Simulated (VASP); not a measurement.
**SiGe under changes of volume**

One of the cells (20.772 Å³/atom); the others are scaled copies at fixed shape and fractional positions:

```xyz
4
Lattice="3.8731 0.0000 0.0000 -1.9365 3.3542 0.0000 0.0000 0.0000 6.3956" Properties=species:S:1:pos:R:3 pbc="T T T"
Ge    0.0000    2.2361    0.0028
Ge    1.9365    1.1181    3.2007
Si    0.0000    2.2361    2.3955
Si    1.9365    1.1181    5.5933
```

The cell comes from a database or a generator and needn't be the stable form of this composition.

* Program: VASP 6.6.1
* Functional: LDA
* Potentials or basis: VASP PAW LDA potentials, release 64 (Ge_d, Si)
* Cutoff: 520 eV
* k mesh: 8 × 8 × 4
* Occupations: gaussian, width 0.02 eV
* Spin: no spin polarisation

| volume (Å³/atom) | energy over the lowest point (meV/atom) | pressure (GPa) | gap on the mesh (eV) | largest force (eV/Å) |
| --- | --- | --- | --- | --- |
| 19.941 | ? | ? | ? | ? |
| 20.356 | 2.22 | 1.7 | 0.29 | 0.007 |
| 20.772 | 0.00 | -0.1 | 0.32 | 0.000 |
| 21.187 | 2.20 | -1.7 | 0.35 | 0.008 |
| 21.602 | 8.33 | -3.1 | 0.32 | 0.015 |

Q: What does the run at 19.941 Å³/atom give?

A: Energy over the lowest point 9.35 meV/atom; pressure 3.7 GPa; gap on the mesh 0.25 eV; largest force 0.016 eV/Å.

Worked out: A Birch-Murnaghan fit of order 2 (a polynomial in V^(-2/3)) to the other rows has its minimum at 20.77 Å³/atom with B0 = V·E''(V) = 85 GPa at fixed shape and positions, which overstates the stiffness. It gives 9.26 meV/atom at 19.941 Å³/atom, against the run's 9.35, and -dE/dV = 3.7 GPa, against 3.7. A parabola through the other rows of the gap, of slope 4.4 eV per unit of ln V there, extrapolates to 0.21 eV, against the run's 0.25. The fit is too stiff a form for this range.

Energies are extrapolated to zero smearing.

A mesh can miss the band edges. Spin-orbit coupling on Ge is left out.
